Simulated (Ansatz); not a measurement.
ZnInGaO4 (R3m), random displacements

Level of theory: DFT PBE, scalar-relativistic, plane waves, PAW in Ansatz. The runs took a 420 eV cutoff, a Γ-centred 12×12×12 mesh and Gaussian smearing (0.05 eV). No spin polarisation. Energies are free energies at this smearing, counted from the undisturbed cell; pressure is positive in compression.

The starting cell (as given, not relaxed at this level, and it needn't be the usual structure):

```
Zn In Ga O
1.0
     1.68033    0.97014    8.71341
    -1.68033    0.97014    8.71341
     0.00000   -1.94027    8.71341
Zn In Ga O
1 1 1 4
Direct
  0.21838 0.21838 0.21838
  0.00277 0.00277 0.00277
  0.78703 0.78703 0.78703
  0.29514 0.29514 0.29514
  0.71136 0.71136 0.71136
  0.12172 0.12172 0.12172
  0.86360 0.86360 0.86360
```

The atoms are displaced (Å, in the unstrained cell):

| atom | ux | uy | uz |
| --- | --- | --- | --- |
| Zn1 | -0.087 | -0.007 | 0.063 |
| In2 | -0.011 | 0.123 | -0.082 |
| Ga3 | -0.080 | 0.029 | -0.015 |
| O4 | -0.046 | -0.038 | -0.074 |
| O5 | 0.069 | -0.004 | 0.031 |
| O6 | 0.076 | -0.077 | 0.014 |
| O7 | 0.079 | -0.025 | 0.063 |

Strain (Voigt, engineering shear): (-0.0021, 0.0094, -0.0047, -0.0078, 0.0106, -0.0189).

What are the energy change, the stress and the forces?

ΔE = 81.0 meV/atom; stress (xx, yy, zz, yz, xz, xy; compression positive) (-1.01, 1.03, 4.28, -1.09, -0.89, 0.76) GPa; gap on the mesh 0.49 eV.
| atom | Fx (eV/Å) | Fy | Fz |
| --- | --- | --- | --- |
| Zn1 | 0.90 | -0.38 | -1.70 |
| In2 | 0.28 | -1.17 | 1.04 |
| Ga3 | 1.35 | -0.80 | 0.86 |
| O4 | 0.22 | 0.86 | 1.63 |
| O5 | -0.42 | 0.19 | -1.29 |
| O6 | -1.25 | 0.83 | 0.02 |
| O7 | -1.09 | 0.47 | -0.57 |

Cost: 1 run of about 8.1 core-minutes, on Intel Xeon Processor @ 2.50GHz (Skylake/Cascade Lake) (shared hosts).